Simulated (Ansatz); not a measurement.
# Mg2Si: the cost of one run

Method: DFT, plane waves, PAW, no spin polarisation, in Ansatz 0.2.0.

### Step 1. The system as given

The cell holds 24 atoms (Mg16Si8): a = 8.963 Å, b = 8.963 Å, c = 8.963 Å, α = 60.00°, β = 60.00°, γ = 60.00°.

The coordinates stand in the first input below.

### Step 2. Run 1: PBEsol

input.yaml reads:

```yaml
crystal:
  lattice:
    - [0.0, 6.3379263735, 6.3379263735]
    - [6.3379263735, 0.0, 6.3379263735]
    - [6.3379263735, 6.3379263735, 0.0]
  atoms:
    - { symbol: Si, position: [0.0, 0.0, 0.0] }
    - { symbol: Mg, position: [0.125, 0.125, 0.125] }
    - { symbol: Mg, position: [0.375, 0.375, 0.375] }
    - { symbol: Si, position: [0.0, 0.0, 0.5] }
    - { symbol: Mg, position: [0.125, 0.125, 0.625] }
    - { symbol: Mg, position: [0.375, 0.375, 0.875] }
    - { symbol: Si, position: [0.0, 0.5, 0.0] }
    - { symbol: Mg, position: [0.125, 0.625, 0.125] }
    - { symbol: Mg, position: [0.375, 0.875, 0.375] }
    - { symbol: Si, position: [0.0, 0.5, 0.5] }
    - { symbol: Mg, position: [0.125, 0.625, 0.625] }
    - { symbol: Mg, position: [0.375, 0.875, 0.875] }
    - { symbol: Si, position: [0.5, 0.0, 0.0] }
    - { symbol: Mg, position: [0.625, 0.125, 0.125] }
    - { symbol: Mg, position: [0.875, 0.375, 0.375] }
    - { symbol: Si, position: [0.5, 0.0, 0.5] }
    - { symbol: Mg, position: [0.625, 0.125, 0.625] }
    - { symbol: Mg, position: [0.875, 0.375, 0.875] }
    - { symbol: Si, position: [0.5, 0.5, 0.0] }
    - { symbol: Mg, position: [0.625, 0.625, 0.125] }
    - { symbol: Mg, position: [0.875, 0.875, 0.375] }
    - { symbol: Si, position: [0.5, 0.5, 0.5] }
    - { symbol: Mg, position: [0.625, 0.625, 0.625] }
    - { symbol: Mg, position: [0.875, 0.875, 0.875] }
kpoints:
  mp_grid: { grid: [2, 2, 2] }
hamiltonian:
  xc: pbesol
scf:
  occupations: { method: fermi_dirac, width: 0.026 }
md:
  ensemble: nvt_nose_hoover
  temperature: 300
  timestep: 2.0
  n_steps: 40
  initial_velocities: maxwell_boltzmann
  seed: 6942
```

The run is started by

```bash
ansatz run input.yaml --threads 4 --pin off --max-ram 3686MiB --backend cpu --events-out ev --progress --plain --runs-dir out
```

Q: Estimate wall time and peak memory on 4 threads of Arm Neoverse N1, shared host.

About 5 min, with a peak of 1.7 GiB.
